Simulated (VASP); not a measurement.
# Fe (Im-3m) in VASP: band structure with PBE

Aim: the band structure of Fe with PBE.

Program: VASP 6.6.1. These are calculated values, not measurements. Logs are shortened: lines on timing, memory, paths and dates and some standing lists are left out, and cuts for length are marked.

## Step 1: The structure

Symmetry: Im-3m, No. 229, cubic system. Conventional cell: a = 2.847 Å, b = 2.847 Å, c = 2.847 Å, α = 90.00°, β = 90.00°, γ = 90.00°. Around Fe (site symmetry m-3m) lie 8 Fe at 2.47 Å.

## Step 2: Band structure, PBE, collinear spin, ferromagnetic start

Input file INCAR:

```
PREC = Accurate
ENCUT = 520
EDIFF = 1E-7
ISMEAR = 0
SIGMA = 0.1
LREAL = False
LASPH = True
NELM = 150
ALGO = Fast
ISIF = 2
LWAVE = False
LCHARG = False
ISPIN = 2
MAGMOM = 2.5
LORBIT = 11
LMAXMIX = 4
GGA = PE
```

Input file KPOINTS:

```
Automatic mesh
0
Gamma
  8 8 8
```

Input file POSCAR:

```
Fe                                      
1.0
   -1.4234924877      1.4234924877      1.4234924877
    1.4234924877     -1.4234924877      1.4234924877
    1.4234924877      1.4234924877     -1.4234924877
  Fe            
     1
Direct
     0.0000000000000000    0.0000000000000000    0.0000000000000000
```

Input file KPOINTS_OPT:

```
path GHNGPH,PN
20
line-mode
reciprocal
 0.0000000000  0.0000000000  0.0000000000  G
 0.5000000000 -0.5000000000  0.5000000000  H

 0.5000000000 -0.5000000000  0.5000000000  H
 0.0000000000  0.0000000000  0.5000000000  N

 0.0000000000  0.0000000000  0.5000000000  N
 0.0000000000  0.0000000000  0.0000000000  G

 0.0000000000  0.0000000000  0.0000000000  G
 0.2500000000  0.2500000000  0.2500000000  P

 0.2500000000  0.2500000000  0.2500000000  P
 0.5000000000 -0.5000000000  0.5000000000  H

 0.2500000000  0.2500000000  0.2500000000  P
 0.0000000000  0.0000000000  0.5000000000  N
```

Potentials or basis: VASP PAW PBE potentials, release 64 (Fe).

Command:

```
> cat potpaw_PBE.64/Fe/POTCAR > POTCAR
> mpirun -np 1 vasp_std > vasp.out
```

OUTCAR:

```text
PREC = Accurate
   ENCUT = 520
   EDIFF = 1E-7
   ISMEAR = 0
   LREAL = False
   LASPH = True
   NELM = 150
   ISIF = 2
   ISPIN = 2
   LORBIT = 11
   GGA = PE

 ion  position               nearest neighbor table
   1  0.000  0.000  0.000-

  LATTYP: Found a body centered cubic cell.
 ALAT       =     2.8469849754

  Lattice vectors:

 A1 = (  -1.4234924877,   1.4234924877,   1.4234924877)
 A2 = (   1.4234924877,  -1.4234924877,   1.4234924877)
 A3 = (   1.4234924877,   1.4234924877,  -1.4234924877)

Analysis of symmetry for initial positions (statically):
=====================================================================
 Subroutine PRICEL returns:
 Original cell was already a primitive cell.

 Routine SETGRP: Setting up the symmetry group for a
 body centered cubic supercell.

 Subroutine GETGRP returns: Found 48 space group operations
 (whereof 48 operations were pure point group operations)
 out of a pool of 48 trial point group operations.

The static configuration has the point symmetry O_h .

Analysis of symmetry for dynamics (positions and initial velocities):
=====================================================================
 Subroutine PRICEL returns:
 Original cell was already a primitive cell.

 Routine SETGRP: Setting up the symmetry group for a
 body centered cubic supercell.

 Subroutine GETGRP returns: Found 48 space group operations
 (whereof 48 operations were pure point group operations)
 out of a pool of 48 trial point group operations.

The dynamic configuration has the point symmetry O_h .

Analysis of structural, dynamic, and magnetic symmetry:
=====================================================================
 Subroutine PRICEL returns:
 Original cell was already a primitive cell.

 Routine SETGRP: Setting up the symmetry group for a
 body centered cubic supercell.

 Subroutine GETGRP returns: Found 48 space group operations
 (whereof 48 operations were pure point group operations)
 out of a pool of 48 trial point group operations.

The overall configuration has the point symmetry O_h .

 Subroutine INISYM returns: Found 48 space group operations
 (whereof 48 operations are pure point group operations),
 and found     1 'primitive' translations

----------------------------------------------------------------------------------------

                                     Primitive cell

  volume of cell :      11.5379

  direct lattice vectors                    reciprocal lattice vectors
    -1.423492488  1.423492488  1.423492488     0.000000000  0.351248780  0.351248780
     1.423492488 -1.423492488  1.423492488     0.351248780  0.000000000  0.351248780
     1.423492488  1.423492488 -1.423492488     0.351248780  0.351248780  0.000000000

  length of vectors
     2.465561313  2.465561313  2.465561313     0.496740789  0.496740789  0.496740789

  position of ions in fractional coordinates (direct lattice)
     0.000000000  0.000000000  0.000000000

  ion indices of the primitive-cell ions
   primitive index   ion index
                 1           1

----------------------------------------------------------------------------------------

 KPOINTS: Automatic mesh

Automatic generation of k-mesh.
 Grid dimensions read from file:
 generate k-points for:    8    8    8

 Generating k-lattice:

  Cartesian coordinates                     Fractional coordinates (reciprocal lattice)
     0.000000000  0.043906098  0.043906098     0.125000000  0.000000000  0.000000000
     0.043906098  0.000000000  0.043906098     0.000000000  0.125000000  0.000000000
     0.043906098  0.043906098  0.000000000     0.000000000  0.000000000  0.125000000

  Length of vectors
     0.062092599  0.062092599  0.062092599

  Shift w.r.t. Gamma in fractional coordinates (k-lattice)
     0.000000000  0.000000000  0.000000000

 Subroutine IBZKPT returns following result:
 ===========================================

 Found     29 irreducible k-points:

 Following reciprocal coordinates:
            Coordinates               Weight
  0.000000  0.000000  0.000000      1.000000
  0.125000  0.000000  0.000000     12.000000
  0.250000  0.000000  0.000000     12.000000
  0.375000  0.000000  0.000000     12.000000
  0.500000  0.000000  0.000000      6.000000
  0.125000  0.125000  0.000000     24.000000
[... 16 lines left out ...]
 -0.250000  0.250000  0.250000      6.000000
 -0.375000  0.375000  0.250000     24.000000
 [... further k-points ...]
   k-points           NKPTS =     29   k-points in BZ     NKDIM =     29   number of bands    NBANDS=      9
   number of dos      NEDOS =    301   number of ions     NIONS =      1
   total plane-waves  NPLWV =   5832
   dimension x,y,z NGX =    18 NGY =   18 NGZ =   18
   dimension x,y,z NGXF=    36 NGYF=   36 NGZF=   36
   ions per type =               1
   NGX,Y,Z   is equivalent  to a cutoff of  12.14, 12.14, 12.14 a.u.
   NGXF,Y,Z  is equivalent  to a cutoff of  24.27, 24.27, 24.27 a.u.
 SYSTEM =  unknown system
   PREC   = accura    normal or accurate (medium, high low for compatibility)
   ISTART =      0    job   : 0-new  1-cont  2-samecut
   ICHARG =      2    charge: 1-file 2-atom 10-const
   ISPIN  =      2    spin polarized calculation?
   LNONCOLLINEAR =      F non collinear calculations
   LSORBIT =      F    spin-orbit coupling
   LASPH  =      T    aspherical Exc in radial PAW
   ENCUT  =  520.0 eV  38.22 Ry    6.18 a.u.   4.58  4.58  4.58*2*pi/ulx,y,z
   NELM   =    150;   NELMIN=  2; NELMDL= -5     # of ELM steps
   EDIFF  = 0.1E-06   stopping-criterion for ELM
   LREAL  =      F    real-space projection
   EDIFFG = 0.1E-05   stopping-criterion for IOM
   NSW    =      0    number of steps for IOM
   IBRION =     -1    ionic relax: 0-MD 1-quasi-New 2-CG
   NFREE  =      0    steps in history (QN), initial steepest desc. (CG)
   ISIF   =      2    stress and relaxation
   ISYM   =      2    0-nonsym 1-usesym 2-fastsym
   POTIM  = 0.5000    time-step for ionic-motion
   TEBEG  =    0.0;   TEEND  =   0.0 temperature during run
   PSTRESS=    0.0 pullay stress
   NELECT =       8.0000    total number of electrons
   NUPDOWN=      -1.0000    fix difference up-down
   EMIN   =  10.00;   EMAX   =-10.00  energy-range for DOS
   EFERMI =   0.00;   METHOD = LEGACY
   ISMEAR =     0;   SIGMA  =   0.10  broadening in eV -4-tet -1-fermi 0-gaus
   EFERMI_NEDOS =   21; number of points for ismear=-14 and -15
   IALGO  =     68    algorithm
   IMIX   =      4    mixing-type and parameters
     AMIX     =   0.40;   BMIX     =  1.00
     AMIX_MAG =   1.60;   BMIX_MAG =  1.00
  volume/ion in A,a.u.               =      11.54        77.86
  Fermi-wavevector in a.u.,A,eV,Ry     =   1.448982  2.738179 28.566095  2.099549
  Thomas-Fermi vector in A             =   2.566761
   LORBIT       =     11    0 simple, 1 ext, 2 COOP (PROOUT), +10 PAW based schemes
   GGA     = PE    functional components
   LHFCALC =     F    Hartree Fock is set to
   AEXX    =    0.0000 exact exchange contribution
   IVDW    =     0    specifies the selected vdW correction
   LEPSILON=     F    determine dielectric tensor
   LRPA    =     F    only Hartree local field effects (RPA)
 spin polarized calculation
 RMM-DIIS sequential band-by-band and
 Gauss-broadening in eV      SIGMA  =   0.10
  energy-cutoff  :      520.00
  volume of cell :       11.54
 maximum number of plane-waves:       321
   NGX =  9   NGY =  9   NGZ =  9

 number of electron       8.0000006 magnetization       2.3447456

 Free energy of the ion-electron system (eV)
  ---------------------------------------------------
  ext. energy  EPLUGINS =         0.00000000
  ---------------------------------------------------
  free energy    TOTEN  =        -8.23067028 eV

  energy without entropy =       -8.22652044  energy(sigma->0) =       -8.22859536

 E-fermi :   5.6658     XC(G=0): -13.0238

 val. band max:        5.6576463891   @ k =   0.1250   0.1250   0.1250
 cond. band min:       5.6910864222   @ k =   0.5000   0.5000   0.5000
 fundamental gap:      0.0334400331
 Fermi energy:         5.6658088148

 spin component 1

 k-point     1 :       0.0000    0.0000    0.0000
  band No.  band energies     occupation
      1      -2.6751      1.00000
      2       3.3329      1.00000
      3       3.3329      1.00000
      4       3.3329      1.00000
      5       4.5764      1.00000
      6       4.5764      1.00000
      7      30.5435      0.00000
      8      30.5435      0.00000
      9      30.5435      0.00000

 k-point     2 :       0.1250    0.0000    0.0000
  band No.  band energies     occupation
      1      -2.0477      1.00000
      2       3.1695      1.00000
      3       3.3071      1.00000
      4       3.6646      1.00000
      5       4.4406      1.00000
      6       4.5910      1.00000
      7      27.0908      0.00000
      8      29.4406      0.00000
      9      30.1159      0.00000

 k-point     3 :       0.2500    0.0000    0.0000
  band No.  band energies     occupation
      1      -0.4400      1.00000
      2       2.7893      1.00000
      3       3.2233      1.00000
      4       4.4042      1.00000
      5       4.5278      1.00000
      6       4.6427      1.00000
      7      21.3050      0.00000
      8      26.7668      0.00000
      9      29.4620      0.00000
[... 229 lines left out ...]
 k-point    23 :      -0.2500    0.2500    0.2500
  band No.  band energies     occupation
      1       1.0817      1.00000
      2       2.7246      1.00000
      3       3.7715      1.00000
      4       3.7715      1.00000
      5       4.4876      1.00000
      6       5.8503      0.00453
      7      22.5412      0.00000
      8      22.5412      0.00000
      9      23.0793      0.00000

 k-point    24 :      -0.3750    0.3750    0.2500
  band No.  band energies     occupation
      1       1.5993      1.00000
      2       2.0956      1.00000
      3       3.7856      1.00000
      4       4.2085      1.00000
      5       5.3278      1.00000
      6       7.9384      0.00000
      7      17.3113      0.00000
      8      20.2220      0.00000
      9      22.9563      0.00000

 [... further k-points ...]

 spin component 2

 k-point     1 :       0.0000    0.0000    0.0000
  band No.  band energies     occupation
      1      -2.5070      1.00000
      2       5.4532      0.99868
      3       5.4533      0.99867
      4       5.4533      0.99867
      5       7.3989      0.00000
      6       7.3990      0.00000
      7      30.2665      0.00000
      8      30.2665      0.00000
      9      30.2665      0.00000

 k-point     2 :       0.1250    0.0000    0.0000
  band No.  band energies     occupation
      1      -1.8742      1.00000
      2       5.2522      1.00000
      3       5.3966      0.99993
      4       5.8181      0.01565
      5       7.2094      0.00000
      6       7.4165      0.00000
      7      27.2895      0.00000
      8      29.3569      0.00000
      9      30.0678      0.00000

 k-point     3 :       0.2500    0.0000    0.0000
  band No.  band energies     occupation
      1      -0.1705      1.00000
      2       4.7895      1.00000
      3       5.1197      1.00000
      4       6.7771      0.00000
      5       7.0738      0.00000
      6       7.4854      0.00000
      7      21.9750      0.00000
      8      26.8313      0.00000
      9      29.7425      0.00000
[... 229 lines left out ...]
 k-point    23 :      -0.2500    0.2500    0.2500
  band No.  band energies     occupation
      1       1.6710      1.00000
      2       5.0021      1.00000
      3       5.8186      0.01534
      4       5.8187      0.01529
      5       6.7462      0.00000
      6       8.2893      0.00000
      7      23.2276      0.00000
      8      23.2276      0.00000
      9      23.6711      0.00000

 k-point    24 :      -0.3750    0.3750    0.2500
  band No.  band energies     occupation
      1       2.8874      1.00000
      2       4.0998      1.00000
      3       5.8373      0.00764
      4       6.3710      0.00000
      5       7.6816      0.00000
      6       9.5582      0.00000
      7      18.1689      0.00000
      8      20.8665      0.00000
      9      23.5890      0.00000

 [... further k-points ...]

------------------------ aborting loop because EDIFF is reached ----------------------------------------

  FORCE on cell =-STRESS in cart. coord.  units (eV):
  Direction    XX          YY          ZZ          XY          YZ          ZX
  --------------------------------------------------------------------------------------
  -------------------------------------------------------------------------------------
  Total       -0.0021307     -0.0021307     -0.0021307     -0.0000000     -0.0000000      0.0000000
  in kB       -0.2958739     -0.2958739     -0.2958739     -0.0000000     -0.0000000      0.0000000
  external PRESSURE =      -0.2958739 kB  Pullay stress =       0.0000000 kB

 VOLUME and BASIS-vectors are now :
 -----------------------------------------------------------------------------
  energy-cutoff  :      520.00
  volume of cell :       11.54
      direct lattice vectors                 reciprocal lattice vectors
    -1.423492488  1.423492488  1.423492488     0.000000000  0.351248780  0.351248780
     1.423492488 -1.423492488  1.423492488     0.351248780  0.000000000  0.351248780
     1.423492488  1.423492488 -1.423492488     0.351248780  0.351248780  0.000000000

 POSITION                                       TOTAL-FORCE (eV/Angst)
 -----------------------------------------------------------------------------------
      0.00000      0.00000      0.00000         0.000000     -0.000000      0.000000
 -----------------------------------------------------------------------------------
    total drift:                                0.000000      0.000000      0.000000

  FREE ENERGIE OF THE ION-ELECTRON SYSTEM (eV)
  ---------------------------------------------------
  free  energy   TOTEN  =        -8.2306702827 eV

  energy  without entropy=       -8.2265204378  energy(sigma->0) =       -8.22859536

 total charge

# of ion       s       p       d       tot
------------------------------------------
    1        0.480   0.530   6.227   7.236

 magnetization (x)

# of ion       s       p       d       tot
------------------------------------------
    1       -0.015  -0.061   2.423   2.346
```

Run time: 14 s. Hardware: 1 thread of Intel Xeon 6975P-C (Granite Rapids), shared host; peak memory 0.13 GiB.

What came out:

| Property | Result |
| --- | --- |
| Free energy | -8.2307 eV |
| Pressure | 0.0 GPa |
| Band gap along the path | none (metal or under the smearing width) |
| Net moment | 2.34 μB per cell |
| Site moments | Fe +2.35 μB |
| Valence electrons inside the program's atomic spheres | Fe 7.24 |

Levels at the corners of the path, in eV from the Fermi level:
Spin up:
```csv
point,band 1,band 2,band 3,band 4,band 5,band 6,band 7,band 8,band 9
Γ,-8.34,-2.33,-2.33,-2.33,-1.09,-1.09,24.88,24.88,24.88
H,-4.75,-4.75,0.03,0.03,0.03,9.82,9.82,9.82,15.51
H,-4.75,-4.75,0.03,0.03,0.03,9.82,9.82,9.82,15.51
N,-4.86,-3.38,-1.05,-0.91,0.29,0.53,7.19,18.25,19.96
N,-4.86,-3.38,-1.05,-0.91,0.29,0.53,7.19,18.25,19.96
Γ,-8.34,-2.33,-2.33,-2.33,-1.09,-1.09,24.88,24.88,24.88
Γ,-8.34,-2.33,-2.33,-2.33,-1.09,-1.09,24.88,24.88,24.88
P,-3.22,-3.22,-3.22,-0.87,-0.87,8.51,8.51,8.51,10.64
P,-3.22,-3.22,-3.22,-0.87,-0.87,8.51,8.51,8.51,10.64
H,-4.75,-4.75,0.03,0.03,0.03,9.82,9.82,9.82,15.51
P,-3.22,-3.22,-3.22,-0.87,-0.87,8.51,8.51,8.51,10.64
N,-4.86,-3.38,-1.05,-0.91,0.29,0.53,7.19,18.25,19.96
```
Spin down:
```tsv
point	band 1	band 2	band 3	band 4	band 5	band 6
Γ	-8.17	-0.21	-0.21	-0.21	1.73	1.73
H	-2.89	-2.89	2.44	2.44	2.44	10.12
H	-2.89	-2.89	2.44	2.44	2.44	10.12
N	-3.49	-1.48	0.63	1.61	1.99	2.74
N	-3.49	-1.48	0.63	1.61	1.99	2.74
Γ	-8.17	-0.21	-0.21	-0.21	1.73	1.73
Γ	-8.17	-0.21	-0.21	-0.21	1.73	1.73
P	-1.69	-1.69	-1.69	2.03	2.03	9.47
P	-1.69	-1.69	-1.69	2.03	2.03	9.47
H	-2.89	-2.89	2.44	2.44	2.44	10.12
P	-1.69	-1.69	-1.69	2.03	2.03	9.47
N	-3.49	-1.48	0.63	1.61	1.99	2.74
```

Caveat: the k mesh is coarse (spacing up to 0.39 Å⁻¹), so the values aren't converged.
